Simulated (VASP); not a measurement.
The system is Au.

```
Au
1.0
     0.00000    2.03500    2.03500
     2.03500    0.00000    2.03500
     2.03500    2.03500    0.00000
Au
1
Direct
  0.00000 0.00000 0.00000
```

| Quantity | Value |
| --- | --- |
| Program | VASP 6.6.1 |
| Task | relaxation of cell and atoms |
| Functional | PBE |
| Dispersion | D3 |
| Potentials or basis | VASP PAW PBE potentials, release 64 (Au) |
| Cutoff | 600 eV |
| k mesh | 11 × 11 × 11 |
| Occupations | fermi-dirac, width 0.05 eV |
| Spin | no spin polarisation |

At the start: pressure 3.4 GPa; volume 16.85 Å³/atom.

**Question.** How do energy, volume and symmetry change on relaxing?

**Answer.** Over 3 steps the energy falls by 3.6 meV/atom and the volume is 17.21 Å³/atom (+2.1 %); space group Fm-3m (No. 225, to 0.05 Å).

Step by step:
| step | energy change (eV) | largest force (eV/Å) | pressure (GPa) | volume (Å³) |
| --- | --- | --- | --- | --- |
| 1 | 0.0000 | 0.0000 | 3.39 | 16.85 |
| 2 | 0.0037 | 0.0000 | -4.25 | 17.74 |
| 3 | -0.0036 | 0.0000 | -0.01 | 17.21 |

Final structure:
```cif
data_structure
_symmetry_space_group_name_H-M 'P 1'
_symmetry_Int_Tables_number 1
_cell_length_a 2.8979
_cell_length_b 2.8979
_cell_length_c 2.8979
_cell_angle_alpha 60.000
_cell_angle_beta 60.000
_cell_angle_gamma 60.000
_cell_volume 17.21
loop_
_atom_site_label
_atom_site_type_symbol
_atom_site_fract_x
_atom_site_fract_y
_atom_site_fract_z
_atom_site_occupancy
Au1 Au 0.00000 0.00000 0.00000 1
```

Caveat: pairwise dispersion overbinds metals, which lowers pressure and volume.
